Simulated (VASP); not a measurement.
# RbBr (Pm-3m) in VASP: notebook, part 2 of 2

VASP 6.6.1.

## 3. Relaxation of cell and atoms, PBE

This run uses another cell than the first one, of 35.12 Å³/atom, 0.953 times its volume.

Contents of INCAR:

```
  PREC = Accurate
  ENCUT = 600
  EDIFF = 1E-6
  ISMEAR = 0
  SIGMA = 0.02
  LREAL = False
  LASPH = True
  NELM = 100
  ALGO = Normal
  ISIF = 3
  LWAVE = False
  LCHARG = False
  GGA = PE
  IBRION = 2
  NSW = 100
  EDIFFG = -0.005
```

Contents of KPOINTS:

```
regular mesh
0
Gamma
  6 6 6
```

Contents of POSCAR:

```
RbBr
1.0
    4.1260773000      0.0000000000      0.0000000000
    0.0000000000      4.1260773000      0.0000000000
    0.0000000000      0.0000000000      4.1260773000
Rb Br
1 1
Direct
    0.0000000000      0.0000000000      0.0000000000
    0.5000000000      0.5000000000      0.5000000000
```

Potentials or basis: VASP PAW PBE potentials, release 64 (Rb_sv, Br).

Started as:

```bash
> cat potpaw_PBE.64/Rb_sv/POTCAR potpaw_PBE.64/Br/POTCAR > POTCAR
> mpirun -np 1 vasp_std > vasp.out
```

OUTCAR:

```text
PREC = Accurate
   ENCUT = 600
   EDIFF = 1E-6
   ISMEAR = 0
   LREAL = False
   LASPH = True
   NELM = 100
   ISIF = 3
   GGA = PE
   IBRION = 2
   NSW = 100
   EDIFFG = -0.005

 ion  position               nearest neighbor table
   1  0.000  0.000  0.000-   2 3.57   2 3.57   2 3.57   2 3.57   2 3.57   2 3.57   2 3.57   2 3.57

   2  0.500  0.500  0.500-   1 3.57   1 3.57   1 3.57   1 3.57   1 3.57   1 3.57   1 3.57   1 3.57

  LATTYP: Found a simple cubic cell.
 ALAT       =     4.1260773000

  Lattice vectors:

 A1 = (   4.1260773000,   0.0000000000,   0.0000000000)
 A2 = (   0.0000000000,   4.1260773000,   0.0000000000)
 A3 = (   0.0000000000,   0.0000000000,   4.1260773000)

Analysis of symmetry for initial positions (statically):
=====================================================================
 Subroutine PRICEL returns:
 Original cell was already a primitive cell.

 Routine SETGRP: Setting up the symmetry group for a
 simple cubic supercell.

 Subroutine GETGRP returns: Found 48 space group operations
 (whereof 48 operations were pure point group operations)
 out of a pool of 48 trial point group operations.

The static configuration has the point symmetry O_h .

Analysis of symmetry for dynamics (positions and initial velocities):
=====================================================================
 Subroutine PRICEL returns:
 Original cell was already a primitive cell.

 Routine SETGRP: Setting up the symmetry group for a
 simple cubic supercell.

 Subroutine GETGRP returns: Found 48 space group operations
 (whereof 48 operations were pure point group operations)
 out of a pool of 48 trial point group operations.

The dynamic configuration has the point symmetry O_h .

 Subroutine INISYM returns: Found 48 space group operations
 (whereof 48 operations are pure point group operations),
 and found     1 'primitive' translations

----------------------------------------------------------------------------------------

                                     Primitive cell

[... 102 lines left out ...]
   IALGO  =     38    algorithm
   IMIX   =      4    mixing-type and parameters
     AMIX     =   0.40;   BMIX     =  1.00
     AMIX_MAG =   1.60;   BMIX_MAG =  1.00
  volume/ion in A,a.u.               =      35.12       237.02
  Fermi-wavevector in a.u.,A,eV,Ry     =   0.999795  1.889338 13.600238  0.999589
  Thomas-Fermi vector in A             =   2.132108
   LORBIT       =      0    0 simple, 1 ext, 2 COOP (PROOUT), +10 PAW based schemes
   GGA     = PE    functional components
   LHFCALC =     F    Hartree Fock is set to
   AEXX    =    0.0000 exact exchange contribution
   IVDW    =     0    specifies the selected vdW correction
   LEPSILON=     F    determine dielectric tensor
   LRPA    =     F    only Hartree local field effects (RPA)
 conjugate gradient relaxation of ions
 non-spin polarized calculation
 Gauss-broadening in eV      SIGMA  =   0.02
  energy-cutoff  :      600.00
  volume of cell :       70.24
 maximum number of plane-waves:      2364
 NGX is ok and might be reduce to    36
   NGX = 17   NGY = 17   NGZ = 17

--------------------------------------- Ionic step        1  -------------------------------------------

 number of electron      16.0000001 magnetization

 Free energy of the ion-electron system (eV)
  ---------------------------------------------------
  ext. energy  EPLUGINS =         0.00000000
  ---------------------------------------------------
  free energy    TOTEN  =        -5.99568851 eV

  energy without entropy =       -5.99568851  energy(sigma->0) =       -5.99568851

------------------------ aborting loop because EDIFF is reached ----------------------------------------

  FORCE on cell =-STRESS in cart. coord.  units (eV):
  Direction    XX          YY          ZZ          XY          YZ          ZX
  --------------------------------------------------------------------------------------
  -------------------------------------------------------------------------------------
  Total        0.3674605      0.3674605      0.3674605     -0.0000000     -0.0000000      0.0000000
  in kB        8.3812579      8.3812579      8.3812579     -0.0000000     -0.0000000      0.0000000
  external PRESSURE =       8.3812579 kB  Pullay stress =       0.0000000 kB
[... 95 lines left out ...]
--------------------------------------- Ionic step        4  -------------------------------------------

 number of electron      16.0000000 magnetization

 Free energy of the ion-electron system (eV)
  ---------------------------------------------------
  ext. energy  EPLUGINS =         0.00000000
  ---------------------------------------------------
  free energy    TOTEN  =        -6.00514732 eV

  energy without entropy =       -6.00514732  energy(sigma->0) =       -6.00514732

 E-fermi :  -0.7594     XC(G=0):  -7.7054

 val. band max:       -0.9091214676   @ k =   0.5000   0.5000   0.0000
 cond. band min:       3.0000845855   @ k =   0.0000   0.0000   0.0000
 fundamental gap:      3.9092060531
 Fermi energy:        -0.7594464783

 k-point     1 :       0.0000    0.0000    0.0000
  band No.  band energies     occupation
      1     -26.0956      2.00000
      2     -13.4429      2.00000
      3     -10.0870      2.00000
      4     -10.0870      2.00000
      5     -10.0870      2.00000
      6      -1.0597      2.00000
      7      -1.0597      2.00000
      8      -1.0597      2.00000
      9       3.0001      0.00000
     10       4.7236      0.00000
     11       4.7236      0.00000
     12       8.8709      0.00000
[... 312 lines left out ...]
  FREE ENERGIE OF THE ION-ELECTRON SYSTEM (eV)
  ---------------------------------------------------
  free  energy   TOTEN  =        -6.0051473200 eV

  energy  without entropy=       -6.0051473200  energy(sigma->0) =       -6.00514732

 reached required accuracy - stopping structural energy minimisation
```

OSZICAR:

```text
N       E                     dE             d eps       ncg     rms          rms(c)
DAV:   1     0.975803698193E+02    0.97580E+02   -0.75266E+03   480   0.130E+03
DAV:   2    -0.435572596959E+00   -0.98016E+02   -0.91991E+02   696   0.201E+02
DAV:   3    -0.610334390851E+01   -0.56678E+01   -0.56459E+01   612   0.546E+01
[... 34 lines left out ...]
DAV:   2    -0.600527221613E+01    0.53854E-03   -0.10383E-03   560   0.224E-01    0.536E-02
DAV:   3    -0.600514128047E+01    0.13094E-03   -0.43519E-04   644   0.131E-01    0.166E-02
DAV:   4    -0.600514446386E+01   -0.31834E-05   -0.16527E-05   724   0.226E-02    0.787E-03
DAV:   5    -0.600514635635E+01   -0.18925E-05   -0.11673E-06   464   0.905E-03    0.408E-03
DAV:   6    -0.600514731997E+01   -0.96362E-06   -0.45814E-07   304   0.596E-03
   4 F= -.60051473E+01 E0= -.60051473E+01  d E =-.945881E-02
```

CONTCAR:

```text
RbBr
   1.00000000000000
     4.1996059982610694   -0.0000000000000000    0.0000000000000000
    -0.0000000000000000    4.1996059982610694   -0.0000000000000000
     0.0000000000000000   -0.0000000000000000    4.1996059982610694
  Rb              Br
     1     1
Direct
     0.0000000000000000    0.0000000000000000    0.0000000000000000
     0.5000000000000000    0.5000000000000000    0.5000000000000000

  0.00000000E+00  0.00000000E+00  0.00000000E+00
  0.00000000E+00  0.00000000E+00  0.00000000E+00
```

Run time: 46 s. Hardware: 1 thread of Intel Xeon Platinum 8488C (Sapphire Rapids), shared host; peak memory 0.21 GiB.

Results:

```
Free energy                            : -6.0051 eV
Relaxed volume                         : 37.03 Å³/atom
Relaxed cell                           : a = 4.200 Å, b = 4.200 Å, c = 4.200 Å, α = 90.00°, β = 90.00°, γ = 90.00°
Space group after relaxing (to 0.05 Å) : Pm-3m (No. 221)
Energy gained by relaxing              : 4.7 meV/atom
Ionic steps                            : 4
Pressure after relaxing                : 0.0 GPa
Band gap on the k mesh                 : 3.91 eV, indirect (least direct gap 4.06 eV)
```

The path:
```csv
step,energy change (eV),largest force (eV/Å),pressure (GPa),volume (Å³)
1,0.0000,0.0000,0.84,70.24
2,-0.0072,0.0000,0.39,72.13
3,-0.0094,0.0000,-0.04,74.27
4,-0.0095,0.0000,0.00,74.07
```

Final structure:
```
CELL_PARAMETERS angstrom
4.19961 0.00000 0.00000
0.00000 4.19961 0.00000
0.00000 0.00000 4.19961
ATOMIC_POSITIONS crystal
Rb 0.00000 0.00000 0.00000
Br 0.50000 0.50000 0.50000
```
